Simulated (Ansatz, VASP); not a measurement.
# CdS (Greenockite): VASP beside Ansatz

```xyz
4
Lattice="4.1500 0.0000 0.0000 -2.0750 3.5940 0.0000 0.0000 0.0000 6.7370" Properties=species:S:1:pos:R:3 pbc="T T T"
Cd    2.0750    1.1980    3.3685
Cd    0.0000    2.3960    0.0000
S     2.0750    1.1980    5.8949
S     0.0000    2.3960    2.5264
```

Alike in both runs: functional LDA; k mesh 7 × 7 × 4; occupations fermi-dirac, width 0.05 eV; no spin polarisation.

|  | VASP | Ansatz |
| --- | --- | --- |
| version | VASP 6.6.1 | Ansatz 0.2.0 |
| potentials or method | VASP PAW LDA potentials, release 64 (Cd, S), cutoff 520 eV | all-electron LAPW, scalar-relativistic |
| task | single point | band structure |

Ansatz gave:

```
gap on the k mesh at the Fermi level (eV)       : 0.91
least direct gap on the mesh (eV)               : 0.91
pressure (GPa)                                  : -3.1
largest component of the traceless stress (GPa) : 0.39
rms of the force components (eV/Å)              : 0.035
```

Question: What did VASP give for the same quantities?

Answer: gap on the k mesh at the Fermi level (eV): 0.94; least direct gap on the mesh (eV): 0.94; pressure (GPa): -2.7; largest component of the traceless stress (GPa): 0.40; rms of the force components (eV/Å): 0.037.

Atom by atom the forces differ by 0.001 eV/Å (rms over components). Ansatz ran all-electron here, so the differences hold the error of VASP's frozen core and of both bases.
